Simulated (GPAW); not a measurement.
# TePb (Fm-3m) in GPAW: settings compared

Aim: see how the results for TePb move with the level of theory and the settings. Levels: r2SCAN, PBE. Tasks: band structure, dielectric tensor, optical spectrum, optical spectrum by the Bethe-Salpeter equation.

Everything below comes from runs of GPAW 26.7.0. Logs are shortened: lines on timing, memory, paths and dates and some standing lists are left out, and cuts for length are marked. The log counts tension as positive stress, the text compression.

**Measured values to compare with.**

A printed reference work, monograph reports, for a bulk crystal of TePb: band gap 0.19 eV (direct) at 4.2 K; high-frequency dielectric constant 36.9 at 77 K.

How close the calculation comes is told below.

## 1. The crystal as given

Symmetry: Fm-3m, No. 225, cubic system. The conventional cell has a = 6.462 Å, b = 6.462 Å, c = 6.462 Å, α = 90.00°, β = 90.00°, γ = 90.00°. Pb (site symmetry m-3m) is surrounded by 6 Te at 3.23 Å. Around Te (site symmetry m-3m) lie 6 Pb at 3.23 Å.

## 2. Band structure, r2SCAN, spin-orbit coupling, no magnetisation

run.py

```python
import numpy as np
from ase import Atoms
from ase.dft.bandgap import bandgap
from ase.io import write
from ase.units import GPa
from gpaw import GPAW, PW
from gpaw.spinorbit import soc_eigenstates

atoms = Atoms(['Pb', 'Te'],
              cell=[[0.0, 3.231, 3.231],
                    [3.231, 0.0, 3.231],
                    [3.231, 3.231, 0.0]],
              scaled_positions=[[0.0, 0.0, 0.0],
                                [0.5, 0.5, 0.5]],
              pbc=True)

calc = GPAW(mode=PW(600),
            xc='MGGA_X_R2SCAN+MGGA_C_R2SCAN',
            kpts={'size': (5, 5, 5), 'gamma': True},
            occupations={'name': 'fermi-dirac', 'width': 0.05},
            nbands=19,
            convergence={'density': 1e-05, 'energy': 1e-05},
            maxiter=150,
            txt='gpaw.txt')
atoms.calc = calc
energy = atoms.get_potential_energy()
forces = atoms.get_forces()
stress = atoms.get_stress()
calc.write('gs.gpw')
write('result.traj', atoms)
print(f'Energy: {energy:.6f} eV')
print('Forces (eV/A):')
print(forces.round(4))
print('Stress (GPa):', (stress / GPa).round(3))
print('Fermi level:', round(calc.get_fermi_level(), 4), 'eV')
print(f'Gap: {bandgap(calc)[0]:.4f} eV, direct: {bandgap(calc, direct=True)[0]:.4f} eV')

path = atoms.cell.bandpath('GXWKGLUWLK,UX', npoints=100, eps=1e-4)
bs_calc = calc.fixed_density(kpts=path, symmetry='off', nbands=32,
                             convergence={'bands': 'CBM+6.0', 'eigenstates': 1e-6}, txt='bands.txt')
bs = bs_calc.band_structure()
bs.write('bs.json')
print(f'Gap on the path: {bandgap(bs_calc)[0]:.4f} eV')

soc = soc_eigenstates(bs_calc, theta=90, phi=45, ignore_xc_potential=True)
np.savetxt('soc_bands.dat', soc.eigenvalues(), fmt='%.4f')
mesh = soc_eigenstates('gs.gpw', theta=90, phi=45, ignore_xc_potential=True)
np.savetxt('soc_mesh.dat', mesh.eigenvalues(), fmt='%.4f')
print('Fermi level with spin-orbit coupling:', round(mesh.fermi_level, 4), 'eV')
```

Potentials or basis: GPAW PAW data sets (gpaw-data 1.2.1), pw.

Launch:

```console
OMP_NUM_THREADS=1 python run.py
```

gpaw.txt:

```text
__  _  _
 | _ |_)|_||  |
 |__||  | ||/\| - 26.7.0

Input parameters:
  mode=PW(ecut=600.0),
  convergence={'density': 1e-05, 'energy': 1e-05},
  kpts=MonkhorstPack(size=(5, 5, 5), gamma=True),
  maxiter=150,
  nbands=19,
  occupations=Occupations(name='fermi-dirac', width=0.05),
  xc=XC(name='MGGA_X_R2SCAN+MGGA_C_R2SCAN')

Diagonalizing LCAO Hamiltonian
Converting LCAO to pw mode

                 Te

       Pb

Atoms  # Å, Bohr magnetons
|   | symbol |        x |        y |        z |    initial magnetic moments |
|---|--------|----------|----------|----------|-----------------------------|
| 0 |     Pb | 0.000000 | 0.000000 | 0.000000 | ( 0.0000,  0.0000,  0.0000) |
| 1 |     Te | 3.231000 | 3.231000 | 3.231000 | ( 0.0000,  0.0000,  0.0000) |

Unit cell  # Å
| periodic |        x |        y |        z |  lengths |    angles |
|----------|----------|----------|----------|----------|-----------|
|      yes | 0.000000 | 3.231000 | 3.231000 | 4.569324 | 60.000000 |
|      yes | 3.231000 | 0.000000 | 3.231000 | 4.569324 | 60.000000 |
|      yes | 3.231000 | 3.231000 | 0.000000 | 4.569324 | 60.000000 |

Number of symmetries: 48
Symmetry operations  # r_c * U_cc + t_c -> r_c
|    | kind |            matrix            |
|----|------|------------------------------|
|  0 |  σ   |  1, 0, 0,  1, 0,-1,  1,-1, 0 |
|  1 |  C2  |  1, 0, 0,  1,-1, 0,  1, 0,-1 |
|  2 |  E   |  1, 0, 0,  0, 1, 0,  0, 0, 1 |
|  3 |  σ   |  1, 0, 0,  0, 0, 1,  0, 1, 0 |
|  4 |  C4  |  1, 0,-1,  1, 0, 0,  1,-1, 0 |
|  5 |  S6  |  1, 0,-1,  1,-1, 0,  1, 0, 0 |
|  6 |  σ   |  1, 0,-1,  0, 1,-1,  0, 0,-1 |
|  7 |  C3  |  1, 0,-1,  0, 0,-1,  0, 1,-1 |
|  8 |  S6  |  1,-1, 0,  1, 0, 0,  1, 0,-1 |
|  9 |  C4  |  1,-1, 0,  1, 0,-1,  1, 0, 0 |
| 10 |  C3  |  1,-1, 0,  0,-1, 1,  0,-1, 0 |
| 11 |  σ   |  1,-1, 0,  0,-1, 0,  0,-1, 1 |
| 12 |  σ   |  0, 1, 0,  1, 0, 0,  0, 0, 1 |
| 13 |  C4  |  0, 1, 0,  0, 1,-1, -1, 1, 0 |
| 14 |  C3  |  0, 1, 0,  0, 0, 1,  1, 0, 0 |
| 15 |  S6  |  0, 1, 0, -1, 1, 0,  0, 1,-1 |
| 16 |  C2  |  0, 1,-1,  1, 0,-1,  0, 0,-1 |
| 17 |  σ   |  0, 1,-1,  0, 1, 0, -1, 1, 0 |
| 18 |  S4  |  0, 1,-1,  0, 0,-1,  1, 0,-1 |
| 19 |  C4  |  0, 1,-1, -1, 1, 0,  0, 1, 0 |
| 20 |  C3  |  0, 0, 1,  1, 0, 0,  0, 1, 0 |
| 21 |  σ   |  0, 0, 1,  0, 1, 0,  1, 0, 0 |
| 22 |  S6  |  0, 0, 1,  0,-1, 1, -1, 0, 1 |
| 23 |  C4  |  0, 0, 1, -1, 0, 1,  0,-1, 1 |
| 24 |  S4  |  0, 0,-1,  1, 0,-1,  0, 1,-1 |
| 25 |  C3  |  0, 0,-1,  0, 1,-1,  1, 0,-1 |
| 26 |  C2  |  0, 0,-1,  0,-1, 0, -1, 0, 0 |
| 27 |  S6  |  0, 0,-1, -1, 0, 0,  0,-1, 0 |
| 28 |  S4  |  0,-1, 1,  1,-1, 0,  0,-1, 0 |
| 29 |  C4  |  0,-1, 1,  0, 0, 1, -1, 0, 1 |
| 30 |  C2  |  0,-1, 1,  0,-1, 0,  1,-1, 0 |
| 31 |  σ   |  0,-1, 1, -1, 0, 1,  0, 0, 1 |
| 32 |  C3  |  0,-1, 0,  1,-1, 0,  0,-1, 1 |
| 33 |  S6  |  0,-1, 0,  0, 0,-1, -1, 0, 0 |
| 34 |  S4  |  0,-1, 0,  0,-1, 1,  1,-1, 0 |
| 35 |  C2  |  0,-1, 0, -1, 0, 0,  0, 0,-1 |
| 36 |  C2  | -1, 1, 0,  0, 1, 0,  0, 1,-1 |
| 37 |  S6  | -1, 1, 0,  0, 1,-1,  0, 1, 0 |
| 38 |  S4  | -1, 1, 0, -1, 0, 1, -1, 0, 0 |
| 39 |  C3  | -1, 1, 0, -1, 0, 0, -1, 0, 1 |
| 40 |  S6  | -1, 0, 1,  0, 0, 1,  0,-1, 1 |
| 41 |  C2  | -1, 0, 1,  0,-1, 1,  0, 0, 1 |
| 42 |  C3  | -1, 0, 1, -1, 1, 0, -1, 0, 0 |
| 43 |  S4  | -1, 0, 1, -1, 0, 0, -1, 1, 0 |
| 44 |  C2  | -1, 0, 0,  0, 0,-1,  0,-1, 0 |
| 45 |  i   | -1, 0, 0,  0,-1, 0,  0, 0,-1 |
| 46 |  σ   | -1, 0, 0, -1, 1, 0, -1, 0, 1 |
| 47 |  C2  | -1, 0, 0, -1, 0, 1, -1, 1, 0 |

BZ-sampling:
  Number of BZ points: 125
  Number of IBZ points: 10

  Monkhorst-Pack size: [5, 5, 5]
  Monkhorst-Pack shift: [0, 0, 0]

K-points  # in reciprocal-cell coordinates
|   |                                coordinates |     weight |
|---|--------------------------------------------|------------|
| 0 | (  0.00000000,   0.00000000,   0.00000000) | 0.00800000 |
| 1 | (  0.20000000,   0.20000000,   0.00000000) | 0.04800000 |
| 2 | (  0.20000000,   0.20000000,   0.20000000) | 0.06400000 |
| 3 | (  0.40000000,   0.20000000,  -0.20000000) | 0.19200000 |
| 4 | (  0.40000000,   0.20000000,   0.20000000) | 0.09600000 |
| 5 | (  0.40000000,   0.40000000,  -0.40000000) | 0.19200000 |
| 6 | (  0.40000000,   0.40000000,  -0.20000000) | 0.09600000 |
| 7 | (  0.40000000,   0.40000000,   0.00000000) | 0.04800000 |
| 8 | (  0.40000000,   0.40000000,   0.20000000) | 0.19200000 |
| 9 | (  0.40000000,   0.40000000,   0.40000000) | 0.06400000 |

Plane wave coefficients: 2263
Cutoff: 600.0 eV

Spin-components: 1 (collinear spins)
Bands:           19
Projectors:      11
Spin-degeneracy: 2
Datatype:        complex128

Parallelization:
  kpt:    1
  domain: 1
  band:   1

Density:
  Valence electrons: 20.0
  Components: 1
  Grid points: [27 27 27]
  Charge: 0.0  # |e|

Potential:
  Grid points: [27 27 27]

species:
  Pb:
    name:    Lead
    Z:       82.0
    valence: 14
    core:    68
    charge:  0.0  # [|e|]
    compensation charges:
      type: gauss
      rc: 0.38  # [Å]
      lmax: 2
    cutoffs:
      filter: 2.36  # [Å]
      core: 2.43  # [Å]
    projectors
    | kind |    occ | energy [eV] | rcut [Å] |
    |------|--------|-------------|----------|
    |   6s |  2.000 |     -11.969 |    1.259 |
    |   6p |  2.000 |      -3.506 |    1.275 |
    |   5d | 10.000 |     -21.211 |    1.217 |
    |    s |        |      15.243 |    1.259 |
    |    p |        |      23.705 |    1.275 |
    |    d |        |       6.001 |    1.217 |

    Using partial waves for Pb as LCAO basis

  Te:
    name:    Tellurium
    Z:       52.0
    valence: 6
    core:    46
    charge:  0.0  # [|e|]
    compensation charges:
      type: gauss
      rc: 0.36  # [Å]
      lmax: 2
    cutoffs:
      filter: 2.09  # [Å]
      core: 3.17  # [Å]
    projectors
    | kind |    occ | energy [eV] | rcut [Å] |
    |------|--------|-------------|----------|
    |   5s |  2.000 |     -15.089 |    1.180 |
    |   5p |  4.000 |      -5.955 |    1.196 |
    |    s |        |      12.123 |    1.180 |
    |    p |        |      21.256 |    1.196 |
    |    d |        |       0.000 |    1.238 |

    Using partial waves for Te as LCAO basis

Reference energy: -752065.146798  # eV

eigensolver:
  PPCG
  Converge bands: occupied
  niter=2

density mixing:
  MSR1-Mixer
  Pratt-step length: 0.05
  Maximum mixing coefficient: 0.75
  Old densities: 10
  SVD Regularization: 0.005
  Good broyden scale: 1.0
  Trust region scale: 1.0
  Backstep threshold: 4.0
  History deletion threshold: 6.0
  Fourier metric: weight=20.0, sigma=0.015

occupation numbers:
  Fermi-Dirac:
    width: 0.0500  # eV

poisson solver:
  ecut: 4800.0  # eV

xc functional:
  name: MGGA_X_R2SCAN+MGGA_C_R2SCAN with 2 nearest neighbor stencil

convergence criteria:
- Maximum integral of absolute [dens]ity change: 1e-05 electrons / valence electron
- Maximum [total energy] change in last 3 cyles: 1e-05 eV / valence electron
- Maximum integral of absolute [eigenst]ate change: 4e-08 eV^2 / valence electron
maximum number of iterations: 150

SCF iterations
|iter     | |      energy | eigst |  dens |
|---------|-|-------------|-------|-------|
|iter:   1| |  -43.379463 | -0.10 |       |
|iter:   2| |  -40.009786 | -1.00 | -1.38 |
|iter:   3| |-46135.968244 | +4.03 | -1.34 |
|iter:   4| |  -18.300539 | +1.47 | +1.29 |
|iter:   5| |  -39.851252 | +0.79 | -0.54 |
|iter:   6| |  -39.961252 | -1.14 | -1.43 |
|iter:   7| |  -39.958179 | -2.82 | -1.87 |
|iter:   8| |  -39.961432 | -3.30 | -2.07 |
|iter:   9| |  -39.965806 | -3.46 | -2.35 |
|iter:  10| |  -39.966976 | -3.07 | -2.13 |
|iter:  11| |  -39.966881 | -4.60 | -2.39 |
|iter:  12| |  -39.966175 | -4.43 | -2.47 |
|iter:  13| |  -39.966055 | -4.97 | -2.89 |
|iter:  14| |  -39.966068c| -5.76 | -3.49 |
|iter:  15| |  -39.966069c| -6.32 | -3.94 |
|iter:  16| |  -39.966069c| -8.28c| -4.77 |
|iter:  17| |  -39.966069c| -8.24c| -5.32c|

Converged in 17 steps
Energy contributions relative to reference atoms: (reference = -752065.146798)

Energy contributions:
  Kinetic:          23.510770
  Coulomb:         -23.179996
  Zero:             -0.074313
  External:          0.000000
  Xc:              -40.222530
  Entropy:          -0.000000
  Spinorbit:         0.000000
  ----------------------------
  Free energy:     -39.966069
  Extrapolated:    -39.966069

dipole moment: (-27.253071, -27.253071, -27.253071)  # |e|*Ang

Fermi level: 6.150
Eigenvalues  # (at kpt = [0.000, 0.000, 0.000])
| band index |      eig [eV] | occ [0-2] |
|------------|---------------|-----------|
|          0 |       -11.836 |     2.000 |
|        ... |               |           |
|          2 |       -11.817 |     2.000 |
|          3 |       -11.817 |     2.000 |
|          4 |       -11.817 |     2.000 |
|          5 |        -6.942 |     2.000 |
|          6 |        -0.007 |     2.000 |
|          7 |         4.042 |     2.000 |
[... 9 lines left out ...]
|         17 |        13.784 |     0.000 |
|         18 |        14.016 |     0.000 |

Gap: 1.438 eV
Transition (v -> c):
  (s=0, k=9, n=9, [0.40, 0.40, 0.40]) -> (s=0, k=9, n=10, [0.40, 0.40, 0.40])
No difference between direct/indirect transitions

Forces  # eV/Ang
|       x |        y |        z |
|---------|----------|----------|
| 0.00000 | -0.00000 | -0.00000 |  # Pb   0
| 0.00000 | -0.00000 | -0.00000 |  # Te   1

Stress tensor  # eV/Ang^3
|         x |         y |         z |
|-----------|-----------|-----------|
| -0.008350 |  0.000000 |  0.000000 |
|  0.000000 | -0.008350 | -0.000000 |
|  0.000000 | -0.000000 | -0.008350 |

# Writing to gs.gpw (mode='')
```

Wall time 4.6 min (1 thread of Arm Neoverse V2, shared host); peak memory 0.52 GiB.

Results:

* Free energy: -39.9661 eV
* Pressure: 1.3 GPa
* Band gap along the path: 0.19 eV, indirect (least direct gap 0.20 eV)

Levels at the corners of the path, in eV from the Fermi level:
| point | band 18 | band 19 | band 20 | band 21 | band 22 | band 23 |
| --- | --- | --- | --- | --- | --- | --- |
| Γ | -1.24 | -1.24 | -1.24 | 2.38 | 2.39 | 5.06 |
| X | -3.58 | -2.74 | -2.74 | 3.46 | 3.46 | 4.51 |
| W | -4.12 | -0.56 | -0.56 | 1.53 | 1.53 | 5.43 |
| K | -2.91 | -2.08 | -2.08 | 3.03 | 3.03 | 4.28 |
| Γ | -1.24 | -1.24 | -1.24 | 2.38 | 2.39 | 5.06 |
| L | -0.88 | -0.23 | -0.23 | -0.02 | -0.02 | 1.47 |
| U | -2.91 | -2.08 | -2.08 | 3.03 | 3.03 | 4.28 |
| W | -4.12 | -0.56 | -0.56 | 1.53 | 1.53 | 5.43 |
| L | -0.88 | -0.23 | -0.23 | -0.02 | -0.02 | 1.47 |
| K | -2.91 | -2.08 | -2.08 | 3.03 | 3.03 | 4.28 |
| U | -2.91 | -2.08 | -2.08 | 3.03 | 3.03 | 4.28 |
| X | -3.58 | -2.74 | -2.74 | 3.46 | 3.46 | 4.51 |

Caveat: this odd mesh misses L, where the gap lies, so gap, dielectric constants and Born charges aren't listed; spin-orbit coupling was added after a scalar SCF, so levels and gaps hold it while energy, forces, pressure and moments don't; this program's spin-orbit splittings come out too wide for heavy elements; the PAW data sets were made with another functional, which shifts forces and pressure a little.

(Continued in part 2 of 4.)
